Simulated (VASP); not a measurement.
Input of a VASP 6.6.1 run:

The input run.py:

```python
from ase.calculators.vasp import Vasp
from ase.filters import FrechetCellFilter
from ase.optimize import BFGS
from ase.spacegroup import crystal

atoms = crystal(
    ['N', 'C'],
    basis=[[0.754313, 0.245687, 0.245687], [0.0, 0.5, 0.0]],
    spacegroup=215,
    setting=1,
    cellpar=[3.62161658, 3.62161658, 3.62161658, 90.0, 90.0, 90.0],
    primitive_cell=True,
)
calc = Vasp(
    directory='calc',
    xc='pbesol',
    pp='PBE',
    setups='recommended',
    prec='Accurate',
    encut=600,
    ediff=1e-06,
    ismear=-1,
    sigma=0.05,
    lreal=False,
    lasph=True,
    nelm=60,
    algo='Fast',
    isif=2,
    lwave=False,
    lcharg=False,
    kpts=[8, 8, 8],
    gamma=True,
)
atoms.calc = calc
opt = BFGS(FrechetCellFilter(atoms), trajectory='relax.traj')
converged = opt.run(fmax=0.02, steps=40)
print('converged:', converged)

print('energy (eV):', atoms.get_potential_energy())
print('free energy (eV):', atoms.get_potential_energy(force_consistent=True))
print('forces (eV/A):')
print(atoms.get_forces())
print('stress (eV/A^3, Voigt):', atoms.get_stress())
print('Fermi level (eV):', calc.get_fermi_level())
print('cell (A, degrees):', atoms.cell.cellpar())
print('volume (A^3):', atoms.get_volume())
print('scaled positions:')
print(atoms.get_scaled_positions())
```

Potentials or basis: VASP PAW PBE potentials, release 64 (N, C).

The run is started by

```bash
$ python run.py
```

Task: What does it give for the band gap on the k mesh?

Result: 2.42 eV, direct.

Task: What does it give for the relaxed cell?

Result: a = 3.431 Å, b = 3.431 Å, c = 3.431 Å, α = 90.00°, β = 90.00°, γ = 90.00°.

Step by step:
| step | energy change (eV) | largest force (eV/Å) | pressure (GPa) | volume (Å³) |
| --- | --- | --- | --- | --- |
| 1 | 0.0000 | 0.7199 | -49.44 | 47.50 |
| 2 | -0.1996 | 0.3123 | -46.22 | 46.90 |
| 3 | -0.8943 | 1.7667 | -18.72 | 43.04 |
| 4 | -1.0707 | 1.5342 | -8.80 | 41.76 |
| 5 | -1.2171 | 0.1282 | 1.85 | 40.26 |
| 6 | -1.2196 | 0.0118 | 0.12 | 40.40 |

Caveat: the PAW data sets were made with another functional, which shifts forces and pressure a little. A k mesh can miss the band edges.
